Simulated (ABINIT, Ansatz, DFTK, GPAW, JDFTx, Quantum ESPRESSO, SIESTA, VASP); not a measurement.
# Nb: 8 runs at one level of theory

```
Nb
1.0
    -1.66395    1.66395    1.66395
     1.66395   -1.66395    1.66395
     1.66395    1.66395   -1.66395
Nb
1
Direct
  0.00000 0.00000 0.00000
```

Alike in all runs: task single point; functional PBEsol; k mesh 11 × 11 × 11; occupations fermi-dirac, width 0.05 eV; no spin polarisation; no spin-orbit coupling. Pressure is positive in compression and, in plane waves, holds the error of the finite cutoff.

```tsv
program and potentials	plane-wave cutoff (eV)	notes	pressure (GPa)
ABINIT, PseudoDojo NC SR PBEsol v0.4.1 standard	1116	-	-7.69
SIESTA, files PseudoDojo sr-pbesol-0.4.1-standard, DZP (energy shift 0.003 Ry; two zetas on semicore shells)	-	atomic basis	-6.44
Quantum ESPRESSO, GBRV 1.5 PBEsol	612	-	-8.31
DFTK, PseudoDojo SR PBEsol 0.4.1 standard (PBEsol)	1116	-	-7.69
VASP, PBE PAW files Nb_sv, 520 eV	520	potentials made for PBE	-8.08
GPAW, PAW data sets generated for this functional	600	-	-8.45
JDFTx, PseudoDojo-SR-PBEsol-0.4.1-standard with smoothed tails	1116	-	-7.70
Ansatz, all-electron LAPW, scalar-relativistic	-	-	-7.80
```

The pressure spans -8.45 (GPAW, PAW data sets generated for this functional) to -6.44 GPa (SIESTA, files PseudoDojo sr-pbesol-0.4.1-standard, DZP (energy shift 0.003 Ry; two zetas on semicore shells)), with all-electron results at -7.80. Rows in atomic bases carry the error of their basis and grid, which can be large.

Differences between rows come from potentials, basis sets and numerical settings, since the functional is the same but for its coding. Runs on potential files found faulty are left out.
